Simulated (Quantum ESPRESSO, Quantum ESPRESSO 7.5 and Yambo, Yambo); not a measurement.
**Excitons of GaN (P6_3mc): kernels and approximations**

Aim: the absorption spectrum of GaN (P6_3mc) with electron-hole interaction, and what each part of the kernel does.

Main program and level: Quantum ESPRESSO 7.5 and Yambo 5.3.0; PBE and many-body steps on it, plane waves.

The database entry behind the starting cell has ideal inner coordinates that were not refined, so it need not match the best structure at ambient conditions.

**1. Set-up**

It takes space group P6_3mc (No. 186, hexagonal). Conventional cell: a = 3.190 Å, b = 3.190 Å, c = 5.189 Å, α = 90.00°, β = 90.00°, γ = 120.00°. Nearest to Ga lie 4 N at 1.95 Å. N has 4 Ga at 1.95 Å nearest. Farther neighbours and most contacts between anions are not listed.

As a file:

```cif
data_structure
_symmetry_space_group_name_H-M 'P 1'
_symmetry_Int_Tables_number 1
_cell_length_a 3.1900
_cell_length_b 3.1900
_cell_length_c 5.1890
_cell_angle_alpha 90.000
_cell_angle_beta 90.000
_cell_angle_gamma 120.000
_cell_volume 45.73
loop_
_atom_site_label
_atom_site_type_symbol
_atom_site_fract_x
_atom_site_fract_y
_atom_site_fract_z
_atom_site_occupancy
Ga1 Ga 0.66667 0.33333 0.00000 1
Ga2 Ga 0.33333 0.66667 0.50000 1
N3 N 0.66667 0.33333 0.37500 1
N4 N 0.33333 0.66667 0.87500 1
```

The cell and positions come from the Crystallography Open Database and are kept as given unless a step says otherwise.

**2. Empty states on the mesh, 3×3×4 mesh, 93 bands**

This step: Quantum ESPRESSO 7.5; DFT, PBE, plane waves, norm-conserving pseudopotentials.

The sums over transitions need many empty states on a uniform mesh; this step solves for them.

pw.in reads:

```
&control
  calculation = 'nscf'
  prefix = 'x'
  outdir = 'o'
  pseudo_dir = 'pseudo'
/
&system
  ibrav = 0
  nat = 4
  ntyp = 2
  ecutwfc = 104.0
  nbnd = 93
  force_symmorphic = .true.
/
&electrons
  conv_thr = 1e-9
  electron_maxstep = 80
  diago_full_acc = .true.
  diago_thr_init = 5e-6
/
ATOMIC_SPECIES
  Ga 69.723 Ga.upf
  N 14.007 N.upf
CELL_PARAMETERS angstrom
  3.1900000000 -0.0000000000 0.0000000000
  -1.5950000000 2.7626210381 0.0000000000
  0.0000000000 0.0000000000 5.1890000000
ATOMIC_POSITIONS crystal
  Ga 0.6666666667 0.3333333333 0.0000000000
  Ga 0.3333333333 0.6666666667 0.5000000000
  N 0.6666666667 0.3333333333 0.3750000000
  N 0.3333333333 0.6666666667 0.8750000000
K_POINTS automatic
  3 3 4 0 0 0
```

Launch:

```sh
> OMP_NUM_THREADS=1 mpirun -n 8 pw.x -nk 4 -in pw.in > pw.out
```

Output:

```text
Program PWSCF v.7.5 starts

     This program is part of the open-source Quantum ESPRESSO suite
     for quantum simulation of materials; please cite
         "P. Giannozzi et al., J. Phys.:Condens. Matter 21 395502 (2009);
         "P. Giannozzi et al., J. Phys.:Condens. Matter 29 465901 (2017);
         "P. Giannozzi et al., J. Chem. Phys. 152 154105 (2020);
     in publications or presentations arising from this work. More details at

     Atomic positions and unit cell read from directory:
     o/x.save/

     Message from routine setup:
[...]
-130.4340-130.4340 -81.1732 -81.1732 -81.1732 -81.1732 -81.1728 -81.1728
[...]
66.3447  66.3447  68.6333  68.6333  68.6333  68.6333  70.7513  70.7513
    70.7513  70.7513  70.7538  70.7538  71.5694  71.5694  75.8836  75.8836
    76.6802  76.6802  76.6802  76.6802  77.9320

          k = 0.0000 0.3849 0.0000 (  5529 PWs)   bands (ev):

     [... further k-points ...]

     highest occupied, lowest unoccupied level (ev):    11.6730   13.5979

     XML data file, pseudopotentials, collected wavefunctions

=------------------------------------------------------------------------------=
   JOB DONE.
=------------------------------------------------------------------------------=
```

It took 6.1 s on 8 MPI ranks of Arm Neoverse V2, shared host; peak memory 0.55 GiB; 48 s of CPU time.

Numbers from this step:

| Item | Value |
| --- | --- |
| gap | 1.925 eV |
| k of the valence top | 0, 0, 0 |
| k of the conduction bottom | 0, 0, 0 |
| least direct gap | 1.925 eV |
| k points computed | 10 |
| lowest point of the top converged band, above the valence top | 65.3898 eV |

On this mesh the gap is 1.925 eV.

The density comes from a self-consistent run that is not shown.

**3. Conversion and set-up**

This step: Yambo 5.3.0; conversion and set-up on PBE, plane waves, norm-conserving pseudopotentials.

The states are converted to the many-body program's format and the q mesh is built.

Launch:

```sh
> (cd o/x.save; p2y > p2y.log; mv SAVE ../..); yambo > setup.log
```

Output:

```text
 Yambo, version 5.3.0

 [02] CORE Variables Setup
 =========================

  [02.01] Unit cells
  ==================

  Cell kind             :  HCP
  Atoms in the cell     :  Ga  N
  number of Ga atoms    :  2
  number of N  atoms    :  2

  List of atomic masses
  Mass of Ga    :  69.72300
  Mass of N     :  14.00700

  List of atomic coordinates    : [cc]
  Ga1       :  3.014113  1.740199  0.000000  order 1
  Ga2       : -0.30141E-09   3.4804       4.9029      order 2
  N1       :  3.014113  1.740199  3.677171  order 3
[...]
IBZ Q-points                                      :  10
 BZ  Q-points                                      :   36

 K/Q-points units:
 rlu = crystal or reduced units; cc = cartesian coordinates; iku = interal k-units

 Q [ 1]         [rlu]:  0.000000  0.000000  0.000000
 Q [ 2]         [rlu]:  0.000000  0.000000  0.250000
 Q [ 3]         [rlu]:  0.000000  0.000000 -0.500000
[...]
Q [ 8]         [rlu]:  0.333333  0.333333  0.250000
 Q [ 9]         [rlu]:  0.333333  0.333333 -0.500000
 Q [10]         [rlu]: -0.19298E-16 -0.33333      0.25000

  [03.01] X indexes
  =================

   [03.01.01] Sigma indexes
   ========================

 [06] Game Over & Game summary
```

The job ended after 2.2 s (1 MPI rank; peak memory 0.24 GiB).

**4. Screening and self-energy, 3×3×4 mesh, 93 bands, screening to 129.3 eV**

Now the one-shot GW correction: screening in the RPA, then the self-energy of the levels asked for.

This step: G0W0 on PBE, plane waves, norm-conserving pseudopotentials.

gw1.in reads:

```
HF_and_locXC
gw0
dyson
ppa
em1d
rim_cut
RandQpts= 1000000
RandGvec= 1 RL
EXXRLvcs= 104 Ry
VXCRLvcs= 416 Ry
Chimod= "HARTREE"
% BndsRnXp
 1 | 93 |
%
NGsBlkXp= 9.5 Ry
% LongDrXp
 1 | 1 | 1 |
%
% GbndRnge
 1 | 93 |
%
DysSolver= "n"
ExtendOut
PPAPntXp= 27.21138 eV
% QPkrange
 1 | 1 | 25 | 28 |
%
```

Launch:

```sh
> OMP_NUM_THREADS=1 mpirun -n 8 yambo -F gw1.in -J gw1 -C gw1 > gw1.log
```

Output:

```text
 Yambo, version 5.3.0

 [02] CORE Variables Setup
 =========================

  [... cell, symmetries and grids as in the set-up ...]

  [02.05] Energies & Occupations
  ==============================

  [X] === General ===
  [X] Electronic Temperature                        :  0.000000  0.000000 [eV K]
  [X] Bosonic    Temperature                        :  0.000000  0.000000 [eV K]
  [X] Finite Temperature mode                       : no
  [X] El. density                                   :  0.11371E+25 [cm-3]
[...]
Sx RL components                                 :   5563

   QP @ state[ 1 ] K range                          :  1  1
   QP @ state[ 1 ] b range                          :  25  28
   GF energies kind                                 : Perdew, Burke & Ernzerhof(X)+Perdew, Burke & Ernzerhof(C)
   GF WF`s kind                                     : Perdew, Burke & Ernzerhof(X)+Perdew, Burke & Ernzerhof(C)
   Xs energies kind                                 : Perdew, Burke & Ernzerhof(X)+Perdew, Burke & Ernzerhof(C)
   Xs WF`s kind                                     : Perdew, Burke & Ernzerhof(X)+Perdew, Burke & Ernzerhof(C)

 [11] Game Over & Game summary
```

Wall time 33 s (8 MPI ranks); peak memory 4.4 GiB.

Numbers from this step:

- G0W0 gap on the points computed: 2.751 eV
- starting gap on the mesh: 1.925 eV
- k of the valence top: 0, 0, 0
- k of the conduction bottom: 0, 0, 0
- least direct G0W0 gap on the computed points: 2.751 eV

The gap on the mesh goes from 1.92 eV to 2.75 eV, a correction of +0.83 eV.

The gap opens by 0.826 eV; the next steps shift the empty bands rigidly by 0.826 eV.

**5. Empty states on the mesh, 3×3×4 mesh, 36 bands**

This step: Quantum ESPRESSO 7.5; DFT, PBE, plane waves, norm-conserving pseudopotentials.

pw.in, as its differences from that of step 2:

```diff
@@ -11,3 +11,3 @@
   ecutwfc = 104.0
-  nbnd = 93
+  nbnd = 36
   force_symmorphic = .true.
```

Launch:

```sh
> OMP_NUM_THREADS=1 mpirun -n 8 pw.x -nk 4 -in pw.in > pw.out
```

Output:

```text
[banner, memory and clock lines left out]
Program PWSCF v.7.5 starts

     Atomic positions and unit cell read from directory:
     o/x.save/

     Message from routine setup:
     using ibrav=0 with symmetry is DISCOURAGED, use correct ibrav instead

     bravais-lattice index     =            0
     lattice parameter (alat)  =       6.0282  a.u.
     unit-cell volume          =     308.5974 (a.u.)^3
     number of atoms/cell      =            4
     number of atomic types    =            2
     number of electrons       =        52.00
[...]
22.9037  22.9037  26.8176  28.1313

          k = 0.0000 0.0000-0.3074 (  5492 PWs)   bands (ev):

  -130.4340-130.4340 -81.1732 -81.1732 -81.1732 -81.1732 -81.1728 -81.1728
[...]
-1.5343  -1.5343  -1.4913  -1.4913   7.8213   7.8213  11.1399  11.1399
    11.1400  11.1400  15.9271  15.9271  20.1777  20.1777  22.1115  22.1115
    22.1115  22.1115  27.9748  27.9749

          k = 0.0000 0.3849 0.0000 (  5529 PWs)   bands (ev):

     [... further k-points ...]

     highest occupied, lowest unoccupied level (ev):    11.6730   13.5979

     XML data file, pseudopotentials, collected wavefunctions
```

Wall time 1.7 s (8 MPI ranks); peak memory 0.05 GiB.

This step gave:

```
gap                                                           : 1.925 eV
k of the valence top                                          : 0, 0, 0
k of the conduction bottom                                    : 0, 0, 0
least direct gap                                              : 1.925 eV
k points computed                                             : 10
lowest point of the top converged band, above the valence top : 14.16 eV
```

On this mesh the gap is 1.925 eV.

**6. Conversion and set-up**

This step: Yambo 5.3.0; conversion and set-up on PBE, plane waves, norm-conserving pseudopotentials.

Launch:

```sh
> (cd o/x.save; p2y > p2y.log; mv SAVE ../..); yambo > setup.log
```

Output:

```text
 Yambo, version 5.3.0

 [02] CORE Variables Setup
 =========================

  [02.01] Unit cells
  ==================

  Cell kind             :  HCP
  Atoms in the cell     :  Ga  N
  number of Ga atoms    :  2
  number of N  atoms    :  2

  List of atomic masses
  Mass of Ga    :  69.72300
  Mass of N     :  14.00700

  List of atomic coordinates    : [cc]
  Ga1       :  3.014113  1.740199  0.000000  order 1
  Ga2       : -0.30141E-09   3.4804       4.9029      order 2
  N1       :  3.014113  1.740199  3.677171  order 3
[...]
IBZ Q-points                                      :  10
 BZ  Q-points                                      :   36

 K/Q-points units:
 rlu = crystal or reduced units; cc = cartesian coordinates; iku = interal k-units

 Q [ 1]         [rlu]:  0.000000  0.000000  0.000000
 Q [ 2]         [rlu]:  0.000000  0.000000  0.250000
 Q [ 3]         [rlu]:  0.000000  0.000000 -0.500000
[...]
Q [ 8]         [rlu]:  0.333333  0.333333  0.250000
 Q [ 9]         [rlu]:  0.333333  0.333333 -0.500000
 Q [10]         [rlu]: -0.19298E-16 -0.33333      0.25000

  [03.01] X indexes
  =================

   [03.01.01] Sigma indexes
   ========================

 [06] Game Over & Game summary
```

Run time: 2.1 s. Hardware: 1 MPI rank; peak memory 0.24 GiB.

(Part 1 of 5 ends here.)

[Paths, hosts, dates, memory and timing lines, banners, echoed tables and standing remarks are left out of the program output.]

[Logs are printed without paths, hosts, clocks, repeated set-up lines and the standing remarks that a program may print on its own settings, such as how far it seeks lower states.]

[Runs of the session that timed out or met a known fault of the program may be left out.]

[Hosts, paths, dates, database ids (printed as entryN), source tags and the programs' standing remarks are cut or masked in the printed files.]
